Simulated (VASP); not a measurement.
A run of VASP 6.6.1:

Contents of INCAR:

```
SYSTEM = BaZrO3
PREC = Accurate ; ENCUT = 520
EDIFF = 1E-7 ; ISMEAR = 0
SIGMA = 0.02 ; LREAL = .False.
LASPH = .True. ; NELM = 80
ALGO = Normal ; ISIF = 2
LWAVE = .False. ; LCHARG = .False.
LMAXMIX = 4 ; METAGGA = R2SCAN
LMIXTAU = .True. ; NBANDS = 28
```

KPOINTS

```
Automatic mesh
0
Gamma
  6 6 6
  0 0 0
```

POSCAR

```
BaZrO3
1.0
    4.1893600000      0.0000000000      0.0000000000
    0.0000000000      4.1893600000      0.0000000000
    0.0000000000      0.0000000000      4.1893600000
Ba Zr O
1 1 3
Direct
    0.0000000000      0.0000000000      0.0000000000
    0.5000000000      0.5000000000      0.5000000000
    0.5000000000      0.0000000000      0.5000000000
    0.5000000000      0.5000000000      0.0000000000
    0.0000000000      0.5000000000      0.5000000000
```

Contents of KPOINTS_OPT:

```
path GXMGRX,MR
20
line-mode
reciprocal
 0.0000000000  0.0000000000  0.0000000000  G
 0.0000000000  0.5000000000  0.0000000000  X

 0.0000000000  0.5000000000  0.0000000000  X
 0.5000000000  0.5000000000  0.0000000000  M

 0.5000000000  0.5000000000  0.0000000000  M
 0.0000000000  0.0000000000  0.0000000000  G

 0.0000000000  0.0000000000  0.0000000000  G
 0.5000000000  0.5000000000  0.5000000000  R

 0.5000000000  0.5000000000  0.5000000000  R
 0.0000000000  0.5000000000  0.0000000000  X

 0.5000000000  0.5000000000  0.0000000000  M
 0.5000000000  0.5000000000  0.5000000000  R
```

Potentials or basis: VASP PAW PBE potentials, release 64 (Ba_sv, Zr_sv, O).

Command:

```bash
$ cat potpaw_PBE.64/Ba_sv/POTCAR potpaw_PBE.64/Zr_sv/POTCAR potpaw_PBE.64/O/POTCAR > POTCAR
$ mpirun -np 1 vasp_std > vasp.out
```

Hardware: 1 thread of Intel(R) Xeon(R) Platinum 8488C (Sapphire Rapids) (shared host).

Question: How long does it take, and how much memory?

Answer: Run time: 4.9 min on 1 thread of Intel(R) Xeon(R) Platinum 8488C (Sapphire Rapids), with other jobs on the host, peak memory 0.21 GiB. Counts: scf iterations 78, k points 20.
